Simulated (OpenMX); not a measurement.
**Se under changes of volume**

One of the cells (27.261 Å³/atom); the others are scaled copies at fixed shape and fractional positions:

```
CELL_PARAMETERS angstrom
4.36620 0.00000 0.00000
-2.18310 3.78124 0.00000
0.00000 0.00000 4.95360
ATOMIC_POSITIONS crystal
Se 0.77460 0.77460 0.00000
Se 0.00000 0.22540 0.66667
Se 0.22540 0.00000 0.33333
```

| Quantity | Value |
| --- | --- |
| Program | OpenMX 3.8.5 |
| Functional | LDA |
| Potentials or basis | OpenMX 2013 LDA set, Se7.0-s3p2d2, fixed grid of 40 × 40 × 50 points |
| k mesh | 7 × 7 × 7 |
| Occupations | fermi-dirac, width 0.05 eV |
| Spin | no spin polarisation |

```tsv
volume (Å³/atom)	energy over the lowest point (meV/atom)	gap on the mesh (eV)	largest force (eV/Å)
25.625	16.80	1.03	1.734
26.170	6.65	1.05	1.472
26.716	1.22	1.06	1.228
27.261	0.00	1.08	0.995
27.806	2.49	1.09	0.776
28.351	8.29	1.10	0.568
28.896	?	?	?
```

Q: What does the run at 28.896 Å³/atom give?

A: Energy over the lowest point 17.05 meV/atom; gap on the mesh 1.11 eV; largest force 0.372 eV/Å.

Worked out: A Birch-Murnaghan fit of order 3 (a polynomial in V^(-2/3)) to the other rows has its minimum at 27.16 Å³/atom with B0 = V·E''(V) = 56 GPa and B' = 4.9 at fixed shape and positions, which overstates the stiffness. It gives 17.01 meV/atom at 28.896 Å³/atom, against the run's 17.05. A straight line through the other rows of the gap, of slope 0.693 eV per unit of ln V, extrapolates to 1.12 eV, against the run's 1.11.

Energies are extrapolated to zero smearing.

Caveats: an odd mesh through Γ misses points on the zone boundary, where band edges often lie; the basis of atomic orbitals isn't converged, which shifts pressures, moduli and gaps; forces of over 1 eV/Å show positions far from the minimum, so gaps and moduli don't describe the material at rest (some runs). Spin-orbit coupling on Se is left out.
